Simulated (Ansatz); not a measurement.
# Be, bcc: how the functional moves the structure

All rows: Ansatz, plane waves with scalar-relativistic PAW, 420 eV (500 eV for the SCAN forms), relaxed under each functional, no dispersion correction, no zero-point motion. B₀ comes from uniform scaling at fixed shape; a dash is a value not given.

```json
{"functional": "PBE", "V (Å³/atom)": "7.83", "cell": "a = 2.501 Å", "B₀ (GPa)": "124", "magnetic state": "spin not included", "ΔE to hcp (meV/atom)": "102"}
{"functional": "r²SCAN", "V (Å³/atom)": "7.83", "cell": "a = 2.502 Å", "B₀ (GPa)": "125", "magnetic state": "spin not included", "ΔE to hcp (meV/atom)": "101"}
{"functional": "PBEsol", "V (Å³/atom)": "7.75", "cell": "a = 2.494 Å", "B₀ (GPa)": "126", "magnetic state": "spin not included", "ΔE to hcp (meV/atom)": "100"}
{"functional": "LDA", "V (Å³/atom)": "7.47", "cell": "a = 2.462 Å", "B₀ (GPa)": "133", "magnetic state": "spin not included", "ΔE to hcp (meV/atom)": "98"}
{"functional": "revPBE", "V (Å³/atom)": "8.00", "cell": "a = 2.520 Å", "B₀ (GPa)": "119", "magnetic state": "spin not included", "ΔE to hcp (meV/atom)": "104"}
{"functional": "BLYP", "V (Å³/atom)": "7.83", "cell": "a = 2.502 Å", "B₀ (GPa)": "122", "magnetic state": "spin not included", "ΔE to hcp (meV/atom)": "115"}
```

What does RPBE give?

V (Å³/atom): 8.04; cell: a = 2.524 Å; B₀ (GPa): 119; magnetic state: spin not included; ΔE to hcp (meV/atom): 104.
